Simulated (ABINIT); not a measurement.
Runs of ABINIT 10.8.3 (patched build) on TaN. It takes space group Fm-3m (No. 225, cubic). The conventional cell has a = 4.423 Å, b = 4.423 Å, c = 4.423 Å, α = 90.00°, β = 90.00°, γ = 90.00°. Ta (site symmetry m-3m) has 6 N at 2.21 Å as nearest neighbours. Around N (site symmetry m-3m) lie 6 Ta at 2.21 Å. The cell comes from a database or a generator and needn't be the stable form of this composition.

```tsv
task	level	potentials or basis	cell	cutoff (eV)	fine-grid cutoff	gap on the mesh (eV)	pressure (GPa)
band structure	r2SCAN	SG15 NC PBE v1.2	as given	1306	-	none	-16.2
band structure	r2SCAN	JTH PAW PBE v2.0	as given	844	1442.2 eV	none	(b)
band structure	r2SCAN	Ansatz NC r2SCAN	as given	1497	-	none	(a)
band structure	r2SCAN	Ansatz PAW PBE default generated set, frozen core	as given	517	1034.03 eV	none	-6.6
single point	PBEsol	PseudoDojo NC SR PBEsol v0.4.1 standard	as given	1143	-	none	-11.1
band structure	r2SCAN	PseudoDojo NC SR PBE v0.4.1 standard	as given	1361	-	none	-6.7
single point	PBEsol	PseudoDojo NC SR PBEsol v0.4.1 standard	atoms moved at random, drawn with an rms of 0.05 Å	1143	-	none	-9.3
```

Alike in all rows: no spin polarisation; k mesh 10 × 10 × 10; smearing fermi-dirac 0.05 eV.

Task: Fill in the values left out.

Result: (a) -5.1; (b) -3.9.

Caveats: the highest band is partly filled, so the run has too few bands; spin-orbit coupling is left out, which moves the levels of the heavy elements (some runs); the potentials were made for another functional, which shifts forces and pressure (some runs); the PAW data sets were made with another functional, which shifts forces and pressure a little (some runs); the atomic spheres overlap (some runs).

A k mesh can miss the band edges, and the runs leave out spin-orbit coupling on Ta.

A gap of «none» marks a metal or a gap under the smearing width.

The runs don't all hold the same shells in valence.
